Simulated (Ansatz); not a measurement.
**LiBr (Fm-3m): from the cell to its phonons**

How does LiBr (Fm-3m) vibrate, and is this structure a minimum?

Main program and level: Ansatz 0.2.0; DFT LDA, scalar-relativistic, plane waves, PAW.

## 1. Set-up

Symmetry: Fm-3m, No. 225, cubic system. The conventional cell has a = 5.501 Å, b = 5.501 Å, c = 5.501 Å, α = 90.00°, β = 90.00°, γ = 90.00°. Nearest to Li lie 6 Br at 2.75 Å. Nearest to Br lie 6 Li at 2.75 Å. Farther neighbours and most contacts between anions are not listed.

## 2. Bringing the structure to rest, k-mesh 6×6×6

The cell and atoms are relaxed, since residual forces and stress would shift the frequencies.

Input file input.yaml:

```yaml
crystal:
  lattice:
    - [0.0, 2.75065, 2.75065]
    - [2.75065, 0.0, 2.75065]
    - [2.75065, 2.75065, 0.0]
  atoms:
    - { symbol: Li, position: [0.0, 0.0, 0.0] }
    - { symbol: Br, position: [0.5, 0.5, 0.5] }
kpoints:
  mp_grid: { grid: [6, 6, 6] }
hamiltonian:
  xc: lda
scf:
  occupations: { method: gaussian, width: 0.02 }
output:
  forces: true
  stress: true
  eigenvalues: true
relax:
  adjacent_minimum: "off"
  f_tol: 0.005
  max_steps: 80
  cell: { stress_tol: 0.05 }
```

Started as:

```sh
ansatz run input.yaml --threads 4 --pin off --max-ram 7168MiB --backend cpu --events-out ev --progress --plain --runs-dir out
```

Numbers of over 12 decimals in the logs are rounded to 6 here.

Log:

```text
Engine: ansatz 0.2.0, x86_64-unknown-linux-gnu
Pseudopotentials: kind: paw
Pseudopotential: Li, paw, valence charge 3, recommended cutoff 420 eV (normal), Li.paw.azcp
Pseudopotential: Br, paw, valence charge 7, recommended cutoff 420 eV (normal), Br.paw.azcp
Functional definition: SPW92
  exchange = slater_x
  correlation = pw_c
Crystal: 2 atoms, lattice volume = 41.623 Å³
Basis set: ecut = 420 eV, 869 PW (Γ)
Bands: 9, of which v1, the nominal top of the filled ones, is band 5 counted from 1 (4 counted from 0)
Symmetry: 48 space group operations
Space group: Fm-3m (ITA 225), of the structure as read, at distance tolerance 3.5e-5 Å
k-points: 16 of 216
Non-local potential: Li, projectors of the file, l = 0: 3, l = 1: 2, l = 2: 1
Non-local potential: Br, projectors of the file, l = 0: 2, l = 1: 2, l = 2: 2
PAW form: soft (Blöchl's): semilocal exchange-correlation on the pseudo side does not see the compensation charge
PAW frozen core: Br, regenerated for the run's functional, and the local potential with it (the file was generated under x = pbe(κ = 0.804, μ = 0.219515), c = pbe(β = 0.066725))
PAW one-centre angular grid: Li, 110 points (default); XC on 64 Gauss nodes
PAW one-centre angular grid: Br, 110 points (default); XC on 64 Gauss nodes
Initial density: superposition of atomic densities (neutral atoms: chi_scale 0, normalization atom), corrected by the library's trained network
Initial wavefunctions: pseudopotential atomic-orbital guess
Functional: x = slater, c = lda
SCF iter   1: F=—  HF=-2898.640834 eV  |F-HF|=—  |Δ(HF+E_count)|=         —  Δρ=4.78e-3  dr2=4.46e-3  ethr=1.77e-3  ⟨swp⟩=5.1  Hψ=1047  notcnv=0
preconditioner: auto → none  [insulator: Δε(μ)=4.641 eV  Ē_g=12.750 eV  σ=0.020 eV  W_gap=1.00  n_scr=8 (ndim 8)  ℏωp=16.3 eV  f_vac=0.000  D(μ)=0.00/eV (n_scr^D=0)  ε∞_Penn≈2.6]
SCF iter   2: F=—  HF=-2898.636753 eV  |F-HF|=—  |Δ(HF+E_count)|=   4.08e-3  Δρ=2.17e-3  dr2=9.51e-4  ethr=4.46e-5  ⟨swp⟩=2.0  Hψ=408  notcnv=0
SCF iter   3: F=—  HF=-2898.635940 eV  |F-HF|=—  |Δ(HF+E_count)|=   8.13e-4  Δρ=1.33e-4  dr2=4.52e-6  ethr=9.51e-6  ⟨swp⟩=2.0  Hψ=269  notcnv=0
SCF iter   4: F=—  HF=-2898.635937 eV  |F-HF|=—  |Δ(HF+E_count)|=   2.85e-6  Δρ=2.04e-5  dr2=1.52e-7  ethr=4.52e-8  ⟨swp⟩=1.9  Hψ=195  notcnv=0
iter 5 did not close the SCF: its close was put off for the readings that it lacked (scf_convergence_deferred on its scf_iter line)
SCF iter   5: F=-2898.635937 eV  HF=-2898.635937 eV  |F-HF|=4.62e-9  |Δ(HF+E_count)|=   4.51e-8  Δρ=4.17e-6  dr2=7.45e-9  ethr=1.52e-9  ⟨swp⟩=2.1  Hψ=200  notcnv=0
SCF iter   6: F=-2898.635937 eV  HF=-2898.635937 eV  |F-HF|=5.46e-12  |Δ(HF+E_count)|=   2.08e-9  Δρ=1.22e-6  dr2=1.67e-10  ethr=7.45e-11  ⟨swp⟩=2.0  Hψ=473  notcnv=0
SCF 1 converged in 6 iterations: F = -2898.635937 eV  dr2 = 1.67e-10
  greatest PAW one-centre occupation: 1.000 electrons in one spin orbital (limit 2), on the Li atom at site 0 (counted from 0), in its partial waves of l = 0
relax step   1: F+E_penalty+E_count = -2898.63593667 eV  Δ(F+E_penalty+E_count) = +0.000e0 eV  max|allowed force component| = 2.028e-29 eV/Å  Δτ_max = 0.0000 Å  P = -2.787 GPa  Ω = 41.623 Å³  (6 SCF iters, dr2 threshold 1.00e-7 eV, accepted)
Crystal: 2 atoms, lattice volume = 37.387 Å³
Basis set: ecut = 420 eV, 725 PW (Γ)
Initial density: handed on by an earlier stage of this run
Initial wavefunctions: those handed on with the density
iter 1 solved again at ethr=2.37e-5 eV; its pass at ethr=3.10e-3 eV (dr2=2.37e-3 eV) is discarded
SCF iter   1: F=—  HF=-2898.677639 eV  |F-HF|=—  |Δ(HF+E_count)|=         —  Δρ=2.03e-3  dr2=2.40e-3  ethr=2.37e-5  ⟨swp⟩=2.1  Hψ=1450  notcnv=0
preconditioner: auto → none  [insulator: Δε(μ)=5.131 eV  Ē_g=13.267 eV  σ=0.020 eV  W_gap=1.00  n_scr=8 (ndim 8)  ℏωp=17.2 eV  f_vac=0.000  D(μ)=0.00/eV (n_scr^D=0)  ε∞_Penn≈2.7]
SCF iter   2: F=—  HF=-2898.676750 eV  |F-HF|=—  |Δ(HF+E_count)|=   8.89e-4  Δρ=9.80e-4  dr2=4.60e-4  ethr=2.37e-5  ⟨swp⟩=2.4  Hψ=230  notcnv=0
SCF iter   3: F=—  HF=-2898.676589 eV  |F-HF|=—  |Δ(HF+E_count)|=   1.61e-4  Δρ=1.66e-4  dr2=1.57e-5  ethr=4.60e-6  ⟨swp⟩=2.9  Hψ=219  notcnv=0
SCF iter   4: F=—  HF=-2898.676581 eV  |F-HF|=—  |Δ(HF+E_count)|=   7.74e-6  Δρ=2.70e-5  dr2=1.13e-7  ethr=2.00e-9  ⟨swp⟩=5.6  Hψ=921  notcnv=0
SCF iter   5: F=-2898.676581 eV  HF=-2898.676581 eV  |F-HF|=4.56e-10  |Δ(HF+E_count)|=   2.61e-8  Δρ=2.91e-6  dr2=1.62e-9  ethr=1.13e-9  ⟨swp⟩=2.9  Hψ=487  notcnv=0
SCF 2 converged in 5 iterations: F = -2898.676581 eV  dr2 = 1.62e-9
relax step   2: F+E_penalty+E_count = -2898.67658091 eV  Δ(F+E_penalty+E_count) = -4.064e-2 eV  max|allowed force component| = 2.420e-30 eV/Å  Δτ_max = 0.0000 Å  P = +0.051 GPa  Ω = 37.387 Å³  energy of the carried Pulay correction = +6.261e-4 eV  (5 SCF iters, dr2 threshold 2.00e-7 eV, accepted)
Crystal: 2 atoms, lattice volume = 37.455 Å³
iter 1 solved again at ethr=7.21e-9 eV; its pass at ethr=3.10e-3 eV (dr2=7.21e-7 eV) is discarded
SCF iter   1: F=—  HF=-2898.676579 eV  |F-HF|=—  |Δ(HF+E_count)|=         —  Δρ=3.50e-5  dr2=6.79e-7  ethr=7.21e-9  ⟨swp⟩=3.2  Hψ=1298  notcnv=0
preconditioner: auto → none  [insulator: Δε(μ)=5.146 eV  Ē_g=13.280 eV  σ=0.020 eV  W_gap=1.00  n_scr=8 (ndim 8)  ℏωp=17.2 eV  f_vac=0.000  D(μ)=0.00/eV (n_scr^D=0)  ε∞_Penn≈2.7]
SCF iter   2: F=—  HF=-2898.676579 eV  |F-HF|=—  |Δ(HF+E_count)|=   2.54e-7  Δρ=1.69e-5  dr2=1.38e-7  ethr=6.79e-9  ⟨swp⟩=1.0  Hψ=144  notcnv=0
SCF iter   3: F=-2898.676579 eV  HF=-2898.676579 eV  |F-HF|=2.21e-9  |Δ(HF+E_count)|=   4.93e-8  Δρ=2.35e-6  dr2=2.84e-9  ethr=6.40e-11  ⟨swp⟩=4.0  Hψ=600  notcnv=0
SCF 3 converged in 3 iterations: F = -2898.676579 eV  dr2 = 2.84e-9
relax step   3: F+E_penalty+E_count = -2898.67657891 eV  Δ(F+E_penalty+E_count) = +2.000e-6 eV  max|allowed force component| = 2.368e-30 eV/Å  Δτ_max = 0.0000 Å  P = -0.010 GPa  Ω = 37.455 Å³  energy of the carried Pulay correction = +6.155e-4 eV  (3 SCF iters, dr2 threshold 6.40e-9 eV, accepted)
Initial wavefunctions: pseudopotential atomic-orbital guess (no wavefunctions were taken with the density)
iter 1 solved again at ethr=1.55e-8 eV; its pass at ethr=3.10e-3 eV (dr2=1.55e-6 eV) is discarded
SCF iter   1: F=—  HF=-2898.675944 eV  |F-HF|=—  |Δ(HF+E_count)|=         —  Δρ=9.51e-5  dr2=4.78e-7  ethr=1.55e-8  ⟨swp⟩=4.2  Hψ=1577  notcnv=0
SCF iter   2: F=—  HF=-2898.675944 eV  |F-HF|=—  |Δ(HF+E_count)|=   2.08e-7  Δρ=4.86e-5  dr2=1.17e-7  ethr=4.78e-9  ⟨swp⟩=1.0  Hψ=144  notcnv=0
SCF iter   3: F=—  HF=-2898.675944 eV  |F-HF|=—  |Δ(HF+E_count)|=   8.48e-8  Δρ=3.48e-6  dr2=5.80e-9  ethr=1.17e-9  ⟨swp⟩=1.8  Hψ=180  notcnv=0
SCF iter   4: F=—  HF=-2898.675944 eV  |F-HF|=—  |Δ(HF+E_count)|=   1.95e-9  Δρ=6.04e-7  dr2=2.78e-11  ethr=5.80e-11  ⟨swp⟩=2.0  Hψ=203  notcnv=0
SCF iter   5: F=-2898.675944 eV  HF=-2898.675944 eV  |F-HF|=0.00e0  |Δ(HF+E_count)|=  6.37e-12  Δρ=9.05e-8  dr2=6.97e-13  ethr=1.00e-12  ⟨swp⟩=6.6  Hψ=677  notcnv=0
SCF 4 converged in 5 iterations: F = -2898.675944 eV  dr2 = 6.97e-13
relax step   4: F+E_penalty+E_count = -2898.67594383 eV  Δ(F+E_penalty+E_count) = +6.351e-4 eV  max|allowed force component| = 3.184e-30 eV/Å  Δτ_max = 0.0000 Å  P = -0.008 GPa  Ω = 37.455 Å³  stress off target by 8.46e-3 GPa  SCF on the basis re-selected at this cell (its energy is not comparable with the rows above)  (5 SCF iters)
basis re-selected at this cell: Δ(F+E_penalty+E_count) = +6.351e-4 eV, ΔP = +0.002 GPa vs the last step (what re-selecting the basis moved, of the pressure what is left beyond the Pulay correction that the steps carried, after the strain that the cell walked since its last selection, with what the two solves' SCF thresholds leave and, on support functions, any second-order correction that the steps lacked; it is no m [...]
SCF converged after 5 iterations
Free energy (F): -2898.675944 eV
Harris-Foulkes:  -2898.675944 eV  (|F-HF|=0.00e0)
Internal energy: -2898.675944 eV  (E = F + TS)
E sigma→0 (E₀):  -2898.675944 eV
Fermi energy:    5.339868 eV
--- Per-component energies (eV) ---
  E_band       = -94.756764
  E_kinetic    = 157.227706
  E_local      = -293.446332  (includes V_loc(G=0)·N_el)
  E_nonlocal   = 38.984530
  E_hartree    = 73.210945
  E_xc         = -273.155462
  E_vxc        = -120.344679  (∫ρ·V_xc dr)
  E_paw        = -2179.176894  (= ΣΔE_a)
  E_vpaw       = -23.599899  (= ΣTr[D̂ρ^β])
  E_aug_tail   = 0.000021  (compensation charges beyond the density's cutoff)
  E_ewald      = -422.526971
  E_core_change = 0.206511  (= ΣΔE_core)
  E_smearing   = -0.000000  (= −TS)
  E_closure    = 0.000000  (closes the sum)
  Σ components = -2898.675944   (vs F -2898.675944, Δ=0.00e0)
--- Forces (eV/Å), atoms counted from 1 ---
  atom   1  Li    -0.00000000     0.00000000    -0.00000000
  atom   2  Br     0.00000000     0.00000000     0.00000000
  max |Σ_I F_I| component: 6.25e-30 eV/Å
--- Stress (GPa, compression-positive) ---
       -0.008459      -0.000000      -0.000000
       -0.000000      -0.008459       0.000000
       -0.000000       0.000000      -0.008459
  P = ⅓ Tr σ = -0.0085 GPa (-0.085 kbar)
--- Band table (eV; the first three rows and the last of 16) ---
  k-point 0: bands = ["-40.4226", "-11.1195", "2.7667", "2.7667", "2.7667", "7.9130", "13.2279", "13.2279", "13.2279"]
  k-point 1: bands = ["-40.4221", "-10.9810", "1.6515", "2.6799", "2.6799", "8.6769", "12.3605", "12.6944", "12.6944"]
  k-point 2: bands = ["-40.4210", "-10.6772", "0.0381", "2.5237", "2.5237", "8.5056", "11.2156", "11.2156", "13.8327"]
  k-point 15: bands = ["-40.4198", "-10.2539", "-0.2992", "0.7028", "1.3927", "9.9642", "10.9589", "12.7215", "13.6883"]
--- Relaxed structure (3 steps of the walk, 3 accepted, 1 SCFs on fresh bases) ---
  F+E_penalty+E_count = -2898.67594383 eV   max|allowed force component| = 3.184e-30 eV/Å   (the final SCF, on the basis selected at the relaxed cell)
  cell:  # Å, volume = 37.4554 Å³
    - [0, 2.655592, 2.655592]
    - [2.655592, 0, 2.655592]
    - [2.655592, 2.655592, 0]
  atoms:
    - { symbol: Li, position: [0, 0, 0] }
    - { symbol: Br, position: [0.5, 0.5, 0.5] }
```

It took 2.3 s on 4 threads of AMD EPYC 7R43, shared host; peak memory 0.33 GiB.

The steps of the relaxation:

```csv
step,energy less that of the first step (eV),largest force component (eV/Å),pressure (GPa),volume (Å³)
1,0.0000,0.0000,-2.79,41.62
2,-0.0406,0.0000,0.05,37.39
3,-0.0406,0.0000,-0.01,37.46
4*,-0.0400,0.0000,-0.01,37.46
```

Relaxation steps marked * repeat the geometry before them on a plane-wave basis chosen anew for their cell, so energy and pressure can jump there.

Forces are held to the 48 operations that the run works with; a distortion that breaks them can't arise in this run.

```csv
"conventional cell, symmetrised",before,after,change
a (Å),5.501,5.311,-3.5 %
b (Å),5.501,5.311,-3.5 %
c (Å),5.501,5.311,-3.5 %
volume (Å³/atom),20.81,18.73,-10.0 %
```

The relaxed structure:

```cif
data_structure
_symmetry_space_group_name_H-M 'P 1'
_symmetry_Int_Tables_number 1
_cell_length_a 3.7556
_cell_length_b 3.7556
_cell_length_c 3.7556
_cell_angle_alpha 60.000
_cell_angle_beta 60.000
_cell_angle_gamma 60.000
_cell_volume 37.46
loop_
_atom_site_label
_atom_site_type_symbol
_atom_site_fract_x
_atom_site_fract_y
_atom_site_fract_z
_atom_site_occupancy
Li1 Li 0.00000 0.00000 0.00000 1
Br2 Br 0.50000 0.50000 0.50000 1
```

This step gave:

| Property | Result |
| --- | --- |
| pressure | -0.008459 GPa |
| gap on the k-mesh | 5.146 eV |
| volume per atom | 18.73 Å³ |
| direct gap on mesh | 5.146 eV |

In this step the volume went from 20.81 to 18.73 Å³/atom.

## 3. Relaxation, k-mesh 8×8×8

The relaxation is repeated from its end, on the mesh and smearing that suit the cell and gap now reached.

input.yaml, the sections that differ from step 2:

```yaml
crystal:
  lattice:
    - [0.0, 2.6555918701, 2.6555918701]
    - [2.6555918701, 0.0, 2.6555918701]
    - [2.6555918701, 2.6555918701, 0.0]
  atoms:
    - { symbol: Li, position: [0.0, 0.0, 0.0] }
    - { symbol: Br, position: [0.5, 0.5, 0.5] }
kpoints:
  mp_grid: { grid: [8, 8, 8] }
# hamiltonian, scf, output, relax: as in step 2
```

Log:

```text
[...]
Crystal: 2 atoms, lattice volume = 37.455 Å³
Basis set: ecut = 420 eV, 725 PW (Γ)
Bands: 9, of which v1, the nominal top of the filled ones, is band 5 counted from 1 (4 counted from 0)
Symmetry: 48 space group operations
[...]
k-points: 29 of 512
[...]
P = ⅓ Tr σ = -0.0204 GPa (-0.204 kbar)
--- Band table (eV; the first three rows and the last of 29) ---
[...]
--- Relaxed structure (1 steps of the walk, 1 accepted, 1 SCFs on fresh bases) ---
[...]
cell:  # Å, volume = 37.4554 Å³
    - [0.0, 2.6555918701, 2.6555918701]
    - [2.6555918701, 0.0, 2.6555918701]
    - [2.6555918701, 2.6555918701, 0.0]
  atoms:
    - { symbol: Li, position: [0.0, 0.0, 0.0] }
    - { symbol: Br, position: [0.5, 0.5, 0.5] }
[key lines of the parts left out:]
SCF converged after 3 iterations
Free energy (F): -2898.676550 eV
Fermi energy:    5.339419 eV
```

Wall time 1.4 s (4 threads); peak memory 0.34 GiB.

Little changed from the start: no atom moved by 0.005 Å and no cell edge by 0.1 %.

This step gave:

```yaml
pressure: -0.02038 GPa
gap_on_the_k_mesh: 5.147 eV
direct_gap_on_mesh: 5.147 eV
```

In this step the volume went from 18.73 to 18.73 Å³/atom.

## 4. Relaxing to small forces for the phonons

Phonons need a cell at rest on their own settings, so the relaxation is repeated with tight tolerances on forces and stress, using the mesh and the filling of the phonon run that follows.

input.yaml, the sections that differ from step 3:

```yaml
scf:
  occupations: { method: fixed }
output:
  forces: true
  stress: true
  eigenvalues: true
  write_density: true
  write_potential: true
  elf: true
  volumetric_format: npy
relax:
  adjacent_minimum: "off"
  f_tol: 0.001
  max_steps: 60
  cell: { stress_tol: 0.01 }
# crystal, kpoints, hamiltonian: as in step 3
```

Log:

```text
[...]
Crystal: 2 atoms, lattice volume = 37.455 Å³
Basis set: ecut = 420 eV, 725 PW (Γ)
Bands: 9, of which v1, the nominal top of the filled ones, is band 5 counted from 1 (4 counted from 0)
Symmetry: 48 space group operations
[...]
k-points: 29 of 512
[...]
-0.000000      -0.000000      -0.001123
  P = ⅓ Tr σ = -0.0011 GPa (-0.011 kbar)
--- Band table (eV; the first three rows and the last of 29) ---
[...]
--- Relaxed structure (2 steps of the walk, 2 accepted, 1 SCFs on fresh bases) ---
[...]
cell:  # Å, volume = 37.4337 Å³
    - [0, 2.655079, 2.655079]
    - [2.655079, 0, 2.655079]
    - [2.655079, 2.655079, 0]
  atoms:
    - { symbol: Li, position: [0, 0, 0] }
    - { symbol: Br, position: [0.5, 0.5, 0.5] }
[key lines of the parts left out:]
SCF converged after 5 iterations
Free energy (F): -2898.676553 eV
Fermi energy:    2.771752 eV
```

Wall time 2 s (4 threads); peak memory 0.33 GiB; 3.8 s of CPU time.

Little changed from the start: no atom moved by 0.005 Å and no cell edge by 0.1 %.

This step gave:

| Quantity | Value |
| --- | --- |
| pressure | -0.001123 GPa |
| gap on the k-mesh | 5.150 eV |
| volume per atom | 18.72 Å³ |
| direct gap on mesh | 5.150 eV |

Electrostatic potential energy in the ac plane of the conventional cell at fractional y = 0.000, with atoms of Li and Br within 0.2 Å of it. With pseudopotentials it is smooth inside the atoms' cores, unlike the true potential.

Values in eV, 15 rows by 15 columns, each cell a mean:
```
-27 -14   1   5   3 -19 -60 -71 -69 -40  -3   5   4  -6 -23
 -9  -2   4   6   5  -3 -29 -48 -40 -13   3   6   6   2  -6
  4   5   6   8   7   5   0  -5  -3   3   7   8   7   6   4
  5   6   7   8   8   7   6   5   5   6   8   8   8   6   5
 -5   1   5   7   8   6   5   4   4   6   7   8   7   3  -3
-46 -27  -2   6   6   4  -2  -8  -5   2   6   6   3 -13 -40
-71 -58 -17   3   5   1 -14 -27 -22  -5   4   5  -3 -40 -69
-72 -64 -22   3   5   0 -18 -33 -27  -8   4   5  -5 -48 -71
-65 -46 -10   4   6   3  -9 -18 -14  -2   5   6   0 -29 -60
-24 -10   3   7   7   5   3   0   1   4   6   7   5  -3 -19
  3   4   7   8   8   7   6   5   5   6   8   8   7   5   3
  5   6   7   8   8   7   4   3   3   6   7   8   8   6   5
  0   3   6   7   7   3 -10 -22 -17  -2   5   7   6   4   1
-18  -8   3   6   4 -10 -46 -64 -58 -27   1   6   5  -2 -14
-33 -18   0   5   3 -24 -65 -72 -71 -46  -5   5   4  -9 -27
```
Columns run along a (5.3 Å; values clipped at the 3rd and 97th percentile), rows up along c (5.3 Å), edges of the conventional cell, whose origin can differ from the input's. Atoms in or near the plane, at fractional coordinates: Li at (0.00, 0.00), Li at (0.50, 0.50), Br at (0.50, 0.00), Br at (0.00, 0.50).

Valence density in the ac plane of the conventional cell at fractional y = 0.000, with atoms of Li and Br within 0.2 Å of it. It is the smooth field of the valence electrons, not physical close to the nuclei.

Ten steps, logarithmic in the rise over the least value, from '_' (0.1 e/Å³) to '@' (7.3 e/Å³), each cell a mean:
```
@@++__..--++++==++++==::__--%%
--..__..::==++++++++--..____--
________..--======--::________
::::..____..::::::..______..::
====::..______..________::--==
++++==::____..--::____..--++++
==++++--..__++%%##::__::==++++
::++++--....##@@%%--..::==++==
++++++--..__--##++..__::==++++
++++--::______..______..--==++
----::______......______..::--
....______::------::..____....
..______::--++++++==::..______
**--__..--++++++++++==::__..++
@@**....--++++::==++==::__--@@
```
Columns run along a (5.3 Å), rows up along c (5.3 Å), edges of the conventional cell, whose origin can differ from the input's. Atoms in or near the plane, at fractional coordinates: Li at (0.00, 0.00), Li at (0.50, 0.50), Br at (0.50, 0.00), Br at (0.00, 0.50).

ELF in the ac plane of the conventional cell at fractional y = 0.000, with atoms of Li and Br within 0.2 Å of it. It is the smooth field of the valence electrons, not physical close to the nuclei.

Values in units of 1e-1, 15 rows by 15 columns, each cell a mean:
```
9.1 4.6 0.6 4.4 8.0 8.5 4.7 1.1 2.4 7.5 8.5 6.6 1.8 1.8 7.9
2.4 0.6 0.5 3.1 6.7 8.3 8.0 6.6 7.5 8.6 7.8 5.0 1.3 0.4 1.8
1.8 1.7 1.0 1.4 4.0 6.9 8.3 8.6 8.5 7.8 5.6 2.2 0.8 1.3 1.8
6.9 6.0 3.6 1.4 1.5 3.8 6.1 7.0 6.7 5.1 2.2 1.0 2.2 5.0 6.6
8.6 8.2 6.8 3.8 1.3 1.1 1.8 2.0 1.9 1.3 0.8 2.2 5.6 7.8 8.5
6.8 8.1 8.3 6.6 3.0 0.5 0.6 2.3 1.7 0.4 1.3 5.1 7.8 8.6 7.5
1.3 5.0 8.5 7.9 4.3 0.6 4.7 9.0 7.6 1.7 1.9 6.7 8.5 7.5 2.4
0.2 3.8 8.4 8.1 4.5 0.8 6.3 9.8 9.0 2.3 2.0 7.0 8.6 6.6 1.1
3.6 6.9 8.6 7.5 3.8 0.6 2.8 6.3 4.7 0.6 1.8 6.1 8.3 8.0 4.7
8.4 8.6 7.9 5.5 1.9 0.5 0.6 0.8 0.6 0.5 1.1 3.8 6.9 8.3 8.5
8.2 7.6 5.5 2.3 0.9 1.9 3.8 4.5 4.3 3.0 1.3 1.5 4.0 6.7 8.0
4.6 3.9 2.0 0.9 2.3 5.5 7.5 8.1 7.9 6.6 3.8 1.4 1.4 3.1 4.4
0.8 0.6 0.6 2.0 5.5 7.9 8.6 8.4 8.5 8.3 6.8 3.6 1.0 0.5 0.6
6.0 2.5 0.6 3.9 7.6 8.6 6.9 3.8 5.0 8.1 8.2 6.0 1.7 0.6 4.6
9.8 6.0 0.8 4.6 8.2 8.4 3.6 0.2 1.3 6.8 8.6 6.9 1.8 2.4 9.1
```
Columns run along a (5.3 Å), rows up along c (5.3 Å), edges of the conventional cell, whose origin can differ from the input's. Atoms in or near the plane, at fractional coordinates: Li at (0.00, 0.00), Li at (0.50, 0.50), Br at (0.50, 0.00), Br at (0.00, 0.50).

The forces vanish by symmetry and the pressure is -0.001 GPa, within the tolerances set. The cell now holds 18.72 Å³/atom.

[end of part 1 of 3]

[Logs are printed without paths, hosts, clocks, repeated set-up lines and the standing remarks that a program may print on its own settings, such as how far it seeks lower states.]

[Hosts, paths, dates, database ids (printed as entryN), source tags and the programs' standing remarks are cut or masked in the printed files.]
